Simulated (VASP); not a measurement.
# InP (F-43m) in VASP: a series of runs

The runs below take InP through dielectric tensor, with PBE.

Program: VASP 6.6.1. These are calculated values, not measurements. Logs are shortened: lines on timing, memory, paths and dates and some standing lists are left out, and cuts for length are marked.

## Step 1: Starting point

It takes space group F-43m (No. 216, cubic). Conventional cell: a = 5.861 Å, b = 5.861 Å, c = 5.861 Å, α = 90.00°, β = 90.00°, γ = 90.00°. In (site symmetry -43m) has 4 P at 2.54 Å as nearest neighbours. P (site symmetry -43m) is surrounded by 4 In at 2.54 Å.

## Step 2: Dielectric tensor, PBE

INCAR reads:

```
  ALGO = Normal
  EDIFF = 1E-8
  ENCUT = 500
  GGA = PE
  ISIF = 2
  ISMEAR = 0
  LASPH = True
  LCHARG = False
  LEPSILON = True
  LREAL = False
  LWAVE = False
  NELM = 100
  PREC = Accurate
  SIGMA = 0.01
```

KPOINTS reads:

```
k-points
0
Gamma
  8 8 8
```

POSCAR reads:

```
InP
1.0
    0.0000000000      2.9305000000      2.9305000000
    2.9305000000      0.0000000000      2.9305000000
    2.9305000000      2.9305000000      0.0000000000
In P
1 1
Direct
    0.0000000000      0.0000000000      0.0000000000
    0.7500000000      0.7500000000      0.7500000000
```

Potentials or basis: VASP PAW PBE potentials, release 64 (In_d, P).

The run is started by

```bash
$ cat potpaw_PBE.64/In_d/POTCAR potpaw_PBE.64/P/POTCAR > POTCAR
$ mpirun -np 1 vasp_std > vasp.out
```

OUTCAR:

```text
EDIFF = 1E-8
   ENCUT = 500
   GGA = PE
   ISIF = 2
   ISMEAR = 0
   LASPH = True
   LEPSILON = True
   LREAL = False
   NELM = 100
   PREC = Accurate

 Found     29 irreducible k-points:

 Following reciprocal coordinates:
            Coordinates               Weight
  0.000000  0.000000  0.000000      1.000000
  0.125000  0.000000  0.000000      8.000000
  0.250000  0.000000  0.000000      8.000000
  0.375000  0.000000  0.000000      8.000000
  0.500000  0.000000  0.000000      4.000000
  0.125000  0.125000  0.000000      6.000000
   k-points           NKPTS =     29   k-points in BZ     NKDIM =     29   number of bands    NBANDS=     13
   number of dos      NEDOS =    301   number of ions     NIONS =      2
   total plane-waves  NPLWV =  27000
   dimension x,y,z NGX =    30 NGY =   30 NGZ =   30
   dimension x,y,z NGXF=    60 NGYF=   60 NGZF=   60
   ions per type =               1   1
   NGX,Y,Z   is equivalent  to a cutoff of  12.03, 12.03, 12.03 a.u.
   NGXF,Y,Z  is equivalent  to a cutoff of  24.07, 24.07, 24.07 a.u.
 SYSTEM =  unknown system
   PREC   = accura    normal or accurate (medium, high low for compatibility)
   ISTART =      0    job   : 0-new  1-cont  2-samecut
   ICHARG =      2    charge: 1-file 2-atom 10-const
   ISPIN  =      1    spin polarized calculation?
   LNONCOLLINEAR =      F non collinear calculations
   LSORBIT =      F    spin-orbit coupling
   LASPH  =      T    aspherical Exc in radial PAW
   ENCUT  =  500.0 eV  36.75 Ry    6.06 a.u.   7.56  7.56  7.56*2*pi/ulx,y,z
   NELM   =    100;   NELMIN=  2; NELMDL= -5     # of ELM steps
   EDIFF  = 0.1E-07   stopping-criterion for ELM
   LREAL  =      F    real-space projection
   EDIFFG = 0.1E-06   stopping-criterion for IOM
   NSW    =      0    number of steps for IOM
   IBRION =     -1    ionic relax: 0-MD 1-quasi-New 2-CG
   NFREE  =      0    steps in history (QN), initial steepest desc. (CG)
   ISIF   =      2    stress and relaxation
   ISYM   =      2    0-nonsym 1-usesym 2-fastsym
   POTIM  = 0.5000    time-step for ionic-motion
   TEBEG  =    0.0;   TEEND  =   0.0 temperature during run
   PSTRESS=    0.0 pullay stress
   NELECT =      18.0000    total number of electrons
   NUPDOWN=      -1.0000    fix difference up-down
   EMIN   =  10.00;   EMAX   =-10.00  energy-range for DOS
   EFERMI =   0.00;   METHOD = LEGACY
   ISMEAR =     0;   SIGMA  =   0.01  broadening in eV -4-tet -1-fermi 0-gaus
   EFERMI_NEDOS =   21; number of points for ismear=-14 and -15
   IALGO  =     38    algorithm
   IMIX   =      4    mixing-type and parameters
     AMIX     =   0.40;   BMIX     =  1.00
     AMIX_MAG =   1.60;   BMIX_MAG =  1.00
  volume/ion in A,a.u.               =      25.17       169.83
  Fermi-wavevector in a.u.,A,eV,Ry     =   1.162021  2.195901 18.371846  1.350293
  Thomas-Fermi vector in A             =   2.298587
   LORBIT       =      0    0 simple, 1 ext, 2 COOP (PROOUT), +10 PAW based schemes
   GGA     = PE    functional components
   LHFCALC =     F    Hartree Fock is set to
   AEXX    =    0.0000 exact exchange contribution
   IVDW    =     0    specifies the selected vdW correction
   LEPSILON=     T    determine dielectric tensor
   LRPA    =     F    only Hartree local field effects (RPA)
 non-spin polarized calculation
 Gauss-broadening in eV      SIGMA  =   0.01
  energy-cutoff  :      500.00
  volume of cell :       50.33
 maximum number of plane-waves:      1303
   NGX = 15   NGY = 15   NGZ = 15

--------------------------------------- Ionic step        1  -------------------------------------------

 number of electron      18.0000009 magnetization

 E-fermi :   5.2842     XC(G=0):  -9.2826

 val. band max:        5.1894578555   @ k =   0.0000   0.0000   0.0000
 cond. band min:       5.9015463924   @ k =   0.0000   0.0000   0.0000
 fundamental gap:      0.7120885369
 Fermi energy:         5.2842353968

 k-point     1 :       0.0000    0.0000    0.0000
  band No.  band energies     occupation
      1      -8.9968      2.00000
      2      -8.9968      2.00000
      3      -8.9968      2.00000
      4      -8.8448      2.00000
      5      -8.8448      2.00000
      6      -6.3279      2.00000
      7       5.1895      2.00000
      8       5.1895      2.00000
      9       5.1895      2.00000
     10       5.9015      0.00000
     11       9.2815      0.00000
     12       9.2815      0.00000
     13       9.2815      0.00000

 k-point     2 :       0.1250    0.0000    0.0000
  band No.  band energies     occupation
      1      -9.0159      2.00000
      2      -8.9894      2.00000
      3      -8.9894      2.00000
      4      -8.8447      2.00000
      5      -8.8447      2.00000
      6      -6.1493      2.00000
      7       3.6514      2.00000
      8       5.0035      2.00000
      9       5.0035      2.00000
     10       6.8443      0.00000
     11       9.4342      0.00000
     12       9.5587      0.00000
     13       9.5587      0.00000

 k-point     3 :       0.2500    0.0000    0.0000
  band No.  band energies     occupation
      1      -9.0593      2.00000
      2      -8.9735      2.00000
      3      -8.9735      2.00000
      4      -8.8422      2.00000
      5      -8.8422      2.00000
      6      -5.6508      2.00000
      7       1.7503      2.00000
      8       4.6325      2.00000
      9       4.6325      2.00000
     10       6.9856      0.00000
     11       9.9822      0.00000
     12       9.9822      0.00000
     13      10.5110      0.00000

 k-point     4 :       0.3750    0.0000    0.0000
  band No.  band energies     occupation
      1      -9.0999      2.00000
      2      -8.9616      2.00000
      3      -8.9616      2.00000
      4      -8.8354      2.00000
      5      -8.8354      2.00000
      6      -4.9836      2.00000
      7       0.1602      2.00000
      8       4.3301      2.00000
      9       4.3301      2.00000
     10       6.7809      0.00000
     11      10.0486      0.00000
     12      10.0486      0.00000
     13      11.8519      0.00000

 k-point     5 :       0.5000    0.0000    0.0000
  band No.  band energies     occupation
      1      -9.1160      2.00000
      2      -8.9579      2.00000
      3      -8.9579      2.00000
      4      -8.8312      2.00000
      5      -8.8312      2.00000
      6      -4.6034      2.00000
      7      -0.5394      2.00000
      8       4.2183      2.00000
      9       4.2183      2.00000
     10       6.6898      0.00000
     11      10.0008      0.00000
     12      10.0008      0.00000
     13      12.2924      0.00000

 k-point     6 :       0.1250    0.1250    0.0000
  band No.  band energies     occupation
      1      -9.0298      2.00000
      2      -8.9822      2.00000
      3      -8.9822      2.00000
      4      -8.8509      2.00000
      5      -8.8397      2.00000
      6      -6.0905      2.00000
      7       3.6473      2.00000
      8       4.6739      2.00000
      9       4.6739      2.00000
     10       7.3746      0.00000
     11       8.6432      0.00000
     12      10.0126      0.00000
     13      10.0126      0.00000

 [... further k-points ...]

  FORCE on cell =-STRESS in cart. coord.  units (eV):
  Direction    XX          YY          ZZ          XY          YZ          ZX
  --------------------------------------------------------------------------------------
  -------------------------------------------------------------------------------------
  Total        1.0309762      1.0309762      1.0309762      0.0000000      0.0000000      0.0000000
  in kB       32.8173898     32.8173898     32.8173898      0.0000000      0.0000000      0.0000000
  external PRESSURE =      32.8173898 kB  Pullay stress =       0.0000000 kB

 VOLUME and BASIS-vectors are now :
 -----------------------------------------------------------------------------
  energy-cutoff  :      500.00
  volume of cell :       50.33
      direct lattice vectors                 reciprocal lattice vectors
     0.000000000  2.930500000  2.930500000    -0.170619348  0.170619348  0.170619348
     2.930500000  0.000000000  2.930500000     0.170619348 -0.170619348  0.170619348
     2.930500000  2.930500000  0.000000000     0.170619348  0.170619348 -0.170619348

 POSITION                                       TOTAL-FORCE (eV/Angst)
 -----------------------------------------------------------------------------------
      0.00000      0.00000      0.00000        -0.000000     -0.000000     -0.000000
      4.39575      4.39575      4.39575         0.000000      0.000000      0.000000
 -----------------------------------------------------------------------------------
    total drift:                               -0.000000     -0.000000      0.000000

  FREE ENERGIE OF THE ION-ELECTRON SYSTEM (eV)
  ---------------------------------------------------
  free  energy   TOTEN  =        -8.3808582963 eV

  energy  without entropy=       -8.3808582963  energy(sigma->0) =       -8.38085830

 HEAD OF MICROSCOPIC STATIC DIELECTRIC TENSOR (INDEPENDENT PARTICLE, excluding Hartree and local field effects)
 ------------------------------------------------------
          15.045704     0.000000    -0.000000
           0.000000    15.045704     0.000000
           0.000000    -0.000000    15.045704
 ------------------------------------------------------

 Free energy of the ion-electron system (eV)
  ---------------------------------------------------
  ---------------------------------------------------
  free energy    TOTEN  =        -2.02248354 eV

  energy without entropy =       -2.02248354

------------------------ aborting loop because EDIFF is reached ----------------------------------------

--------------------------------------- Ionic step        2  -------------------------------------------

------------------------ aborting loop because EDIFF is reached ----------------------------------------

--------------------------------------- Ionic step        3  -------------------------------------------

 Free energy of the ion-electron system (eV)
  ---------------------------------------------------
  ---------------------------------------------------
  free energy    TOTEN  =        -2.02248422 eV

  energy without entropy =       -2.02248422

------------------------ aborting loop because EDIFF is reached ----------------------------------------

 PIEZOELECTRIC TENSOR FIELD DIRECTION 3  (e Angst)
 -----------------------------------------------------------------------------
    -0.00057  2.71433  0.00000           (  0.00000  0.03045  0.00000)
     2.71433 -0.00057  0.00000           (  0.03045  0.00000  0.00000)
     0.00000  0.00000 -0.00102           (  0.00000  0.00000 -0.00000)

 PIEZOELECTRIC TENSOR FIELD DIRECTION 3  (C/m^2)
 -----------------------------------------------------------------------------
    -0.00018  0.86401  0.00000
     0.86401 -0.00018  0.00000
     0.00000  0.00000 -0.00032

 MACROSCOPIC STATIC DIELECTRIC TENSOR (including local field effects in DFT)
 ------------------------------------------------------
          14.632458    -0.000000     0.000000
          -0.000000    14.632458     0.000000
          -0.000000     0.000000    14.632458
 ------------------------------------------------------

 PIEZOELECTRIC TENSOR (including local field effects)  for field in x, y, z        (e  Angst)
          XX          YY          ZZ          XY          YZ          ZX
  --------------------------------------------------------------------------------
  x     0.00000    -0.00000    -0.00000     0.00000     2.72364     0.00000
  y     0.00000     0.00000    -0.00000     0.00000     0.00000     2.72364
  z    -0.00000     0.00000     0.00000     2.72364     0.00000     0.00000

 PIEZOELECTRIC TENSOR (including local field effects)  for field in x, y, z        (C/m^2)
          XX          YY          ZZ          XY          YZ          ZX
  --------------------------------------------------------------------------------
  x     0.00000    -0.00000    -0.00000     0.00000     0.86697     0.00000
  y     0.00000     0.00000    -0.00000     0.00000     0.00000     0.86697
  z    -0.00000     0.00000     0.00000     0.86697     0.00000     0.00000

 BORN EFFECTIVE CHARGES (including local field effects) (in |e|, cummulative output)
 ---------------------------------------------------------------------------------
 ion    1
    1     2.63952     0.00000     0.00000
    2     0.00000     2.63952     0.00000
    3     0.00000    -0.00000     2.63952
 ion    2
    1    -2.63952    -0.00000    -0.00000
    2     0.00000    -2.63952    -0.00000
    3    -0.00000     0.00000    -2.63952
```

Wall time 4 min (1 thread of Intel Xeon Platinum 8488C (Sapphire Rapids), shared host); peak memory 0.29 GiB.

These settings aren't checked as converged: the numbers below hold their error.

Results:

```yaml
Band_gap_on_the_k_mesh: 0.71 eV, direct
Electronic_dielectric_tensor_diagonal: 14.63
Born_charges_mean_of_the_diagonal: In +2.64; P -2.64 e
```

Caveat: spin-orbit coupling is left out, which moves the levels of the heavy elements.

(Continued in part 2 of 2.)
